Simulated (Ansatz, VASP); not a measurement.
# Two plane-wave programs on Fe

```
Fe
1.0
     2.42918    0.00000    0.00000
    -1.21459    2.10373    0.00000
     0.00000    0.00000    3.84089
Fe
2
Direct
  0.33333 0.66667 0.25000
  0.66667 0.33333 0.75000
```

This isn't the form of Fe at room conditions, which is bcc.

Alike in both runs: functional PBEsol; k mesh 21 × 21 × 12; occupations gaussian, width 0.1 eV; no spin polarisation.

Ansatz relaxed the structure, and its values are those at the end. VASP's run is a single point on that final structure, the one shown.

```csv
,VASP,Ansatz
version,VASP 6.6.1,Ansatz 0.2.0
potentials or method,"VASP PAW PBE potentials, release 64 (Fe)","scalar-relativistic, plane waves, PAW"
plane-wave cutoff (eV),520,420
valence electrons in the cell,16,32
```

|  | VASP | Ansatz | Ansatz less VASP |
| --- | --- | --- | --- |
| gap on the k mesh at the Fermi level (eV) | none | none | - |
| pressure (GPa) | -0.3 | 0.0 | +0.28 |

A gap of «none» marks a metal or a gap that the smearing closes. The two sets of potentials don't hold the same shells in valence.

Caveats: the PAW data sets were made with another functional, which shifts forces and pressure a little (VASP); the run has no spin polarisation, though such a crystal can be magnetic. Spin polarisation is off, so any magnetic state and its effect on volume and gap are missing.
